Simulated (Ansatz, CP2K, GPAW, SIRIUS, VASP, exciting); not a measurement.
## AlRu: equilibrium volume by level of theory

Symmetry: Pm-3m, No. 221, cubic system. The conventional cell has a = 2.992 Å, b = 2.992 Å, c = 2.992 Å, α = 90.00°, β = 90.00°, γ = 90.00°. Around Ru (site symmetry m-3m) lie 8 Al at 2.59 Å. Around Al (site symmetry m-3m) lie 8 Ru at 2.59 Å.

```tsv
rung	level	program and potentials	cutoff (eV)	k mesh	smearing	task	equilibrium volume (Å³/atom)	notes
LDA	LDA	Ansatz, all-electron LAPW, scalar-relativistic	-	9 × 9 × 9	fermi-dirac 0.05	equation of state	12.88	-
GGA	AM05	VASP, PBE PAW files Al, Ru_pv, 600 eV	600	9 × 9 × 9	fermi-dirac 0.05	relaxation of cell and atoms	13.14	potentials made for PBE
GGA	BLYP	VASP, PBE PAW files Al, Ru_pv, 600 eV	600	9 × 9 × 9	fermi-dirac 0.05	relaxation of cell and atoms	14.04	potentials made for PBE
GGA	PBE	Ansatz, Ansatz PAW (earlier soft set)	420	9 × 9 × 9	fermi-dirac 0.05	equation of state	13.55	-
GGA	PBE	CP2K, POTENTIAL_UZH Ru GTH-PBE-q16, Al GTH-PBE-q3; TZVP-MOLOPT-PBE-GTH basis	-	9 × 9 × 9	fermi-dirac 0.05	equation of state	13.63	atomic basis
GGA	PBE	GPAW, GPAW PAW data sets (gpaw-data 1.2.1)	600	9 × 9 × 9	fermi-dirac 0.05	equation of state	13.60	-
GGA	PBE	SIRIUS, all-electron FP-LAPW, apw+lo standard	-	9 × 9 × 9	fermi-dirac 0.05	equation of state	(a)	-
GGA	PBE	VASP, PBE PAW files Al, Ru_pv, 600 eV	600	9 × 9 × 9	fermi-dirac 0.05	relaxation of cell and atoms	13.55	-
GGA	PBEsol	VASP, PBE PAW files Al, Ru_pv, 520 eV	520	9 × 9 × 9	fermi-dirac 0.05	equation of state	13.19	potentials made for PBE
GGA	PBEsol	VASP, PBE PAW files Al, Ru_pv, 600 eV	600	9 × 9 × 9	fermi-dirac 0.05	relaxation of cell and atoms	13.18	potentials made for PBE
GGA	PBEsol	exciting, all-electron LAPW+lo, shipped species files, valence relativity iora*	-	9 × 9 × 9	fermi-dirac 0.05	equation of state	13.19	-
GGA	PW91	VASP, PBE PAW files Al, Ru_pv, 600 eV	600	9 × 9 × 9	fermi-dirac 0.05	relaxation of cell and atoms	13.58	potentials made for PBE
GGA	RPBE	VASP, PBE PAW files Al, Ru_pv, 600 eV	600	9 × 9 × 9	fermi-dirac 0.05	relaxation of cell and atoms	13.78	potentials made for PBE
non-local van der Waals functional	vdW-DF	VASP, PBE PAW files Al, Ru_pv, 600 eV	600	9 × 9 × 9	fermi-dirac 0.05	relaxation of cell and atoms	13.93	potentials made for PBE
non-local van der Waals functional	vdW-DF2	VASP, PBE PAW files Al, Ru_pv, 600 eV	600	9 × 9 × 9	fermi-dirac 0.05	relaxation of cell and atoms	14.28	potentials made for PBE
hybrid	B3LYP	VASP, PBE PAW files Al, Ru_pv, 600 eV	600	5 × 5 × 5	fermi-dirac 0.05	relaxation of cell and atoms	13.64	coarse mesh; potentials made for PBE
hybrid	HSE06	VASP, PBE PAW files Al, Ru_pv, 600 eV	600	5 × 5 × 5	fermi-dirac 0.05	relaxation of cell and atoms	13.22	coarse mesh; potentials made for PBE
hybrid	PBE0	VASP, PBE PAW files Al, Ru_pv, 600 eV	600	5 × 5 × 5	fermi-dirac 0.05	relaxation of cell and atoms	13.18	coarse mesh; potentials made for PBE
```

All rows: no spin polarisation. Smearing widths are in eV. For a metal such meshes aren't converged. Meshes differ between rows, which moves values too. Meshes are those of the run's cell of 2 atoms unless a note names another. Relaxations start from the cell shown or near it and stop with a little pressure left. Runs on faulty files, with rough fits or with known faults for this quantity aren't shown. No row holds spin-orbit coupling.

Task: Estimate the value left out from the other rows.

Result: (a) 13.54 Å³/atom.
